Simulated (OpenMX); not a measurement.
The system is MgO.

```xyz
2
Lattice="0.0000 2.0970 2.0970 2.0970 0.0000 2.0970 2.0970 2.0970 0.0000" Properties=species:S:1:pos:R:3 pbc="T T T"
Mg    0.0000    0.0000    0.0000
O     2.0970    2.0970    2.0970
```

The cell is a database's computed one.

Base run:

```yaml
Program: OpenMX 3.8.5
Functional: PBE
Potentials_or_basis: OpenMX 2013 PBE set, Mg7.0-s3p2d1, O6.0-s2p2d1, grid cutoff 500 Ry
k_mesh: 11 × 11 × 11
Occupations: fermi-dirac, width 0.05 eV
Spin: no spin polarisation
```

Its results: band gap on the k mesh 5.09 eV, direct; pressure 9.6 GPa.

The run is repeated on the same cell with these changes: potentials or basis from OpenMX 2013 PBE set, Mg7.0-s3p2d1, O6.0-s2p2d1, grid cutoff 500 Ry to OpenMX 2013 PBE set, Mg7.0-s3p2d2, O6.0-s3p2d2, grid cutoff 500 Ry. What comes out?

Band gap on the k mesh 4.86 eV, direct; pressure 7.8 GPa.

Caveats: the basis of atomic orbitals isn't converged, which shifts pressures, moduli and gaps.
